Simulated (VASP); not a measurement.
**Au: relaxation of cell and atoms with PW91**

The system is Au.

```
CELL_PARAMETERS angstrom
0.00000 2.03500 2.03500
2.03500 0.00000 2.03500
2.03500 2.03500 0.00000
ATOMIC_POSITIONS crystal
Au 0.00000 0.00000 0.00000
```

* Program: VASP 6.6.1
* Task: relaxation of cell and atoms
* Functional: PW91
* Potentials or basis: VASP PAW PBE potentials, release 64 (Au)
* Cutoff: 600 eV
* k mesh: 11 × 11 × 11
* Occupations: fermi-dirac, width 0.05 eV
* Spin: no spin polarisation
* Further INCAR settings: ALGO = Normal; EDIFF = 1e-06; IBRION = 2; EDIFFG = -0.005; NSW = 60; ISIF = 3

The relaxed volume is 18.06 Å³/atom. The relaxed cell is a = 2.945 Å, b = 2.945 Å, c = 2.945 Å, α = 60.00°, β = 60.00°, γ = 60.00°, the space group after relaxing (to 0.05 Å) is Fm-3m (No. 225) and the energy gained by relaxing is 41.9 meV/atom. The ionic steps are 17, the pressure after relaxing is 0.0 GPa and the band gap on the k mesh is none (metal or under the smearing width).

Step by step:
| step | energy change (eV) | largest force (eV/Å) | pressure (GPa) | volume (Å³) |
| --- | --- | --- | --- | --- |
| 1 | 0.0000 | 0.0000 | 12.02 | 16.85 |
| 2 | 0.0394 | 0.0000 | -11.09 | 20.13 |
| 3 | -0.0419 | 0.0000 | -0.28 | 18.10 |
| 4 | -0.0419 | 0.0000 | -0.05 | 18.07 |
| 5 | -0.0419 | 0.0000 | 0.15 | 18.05 |
| 6 | -0.0419 | 0.0000 | 0.16 | 18.05 |
| 7 | -0.0419 | 0.0000 | 0.17 | 18.05 |
| 8 | -0.0419 | 0.0000 | 0.14 | 18.05 |
| 9 | -0.0419 | 0.0000 | 0.13 | 18.05 |
| 10 | -0.0419 | 0.0000 | 0.14 | 18.05 |
| 11 | -0.0419 | 0.0000 | 0.14 | 18.05 |
| 12 | -0.0419 | 0.0000 | 0.14 | 18.05 |
| 13 | -0.0419 | 0.0000 | 0.14 | 18.05 |
| 14 | -0.0419 | 0.0000 | 0.14 | 18.05 |
| 15 | -0.0419 | 0.0000 | 0.11 | 18.05 |
| 16 | -0.0419 | 0.0000 | 0.08 | 18.05 |
| 17 | -0.0419 | 0.0000 | 0.03 | 18.06 |

Final structure:
```
Au
1.0
     0.00000    2.08244    2.08244
     2.08244    0.00000    2.08244
     2.08244    2.08244    0.00000
Au
1
Cartesian
  0.0000 0.0000 0.0000
```

Levels at points of the mesh, in eV from the Fermi level:
```
           k point  band 4  band 5  band 6  band 7  band 8  band 9
(0.00, 0.00, 0.00)   -4.53   -3.15   -3.15   14.48   18.12   18.12
```

It took 40 s on 1 thread of Intel(R) Xeon(R) Platinum 8375C CPU @ 2.90GHz (Ice Lake), with other jobs on the host, peak memory 0.15 GiB.

Caveat: the PAW data sets were made with another functional, which shifts forces and pressure a little. Zero-point motion and thermal expansion aren't in these numbers.
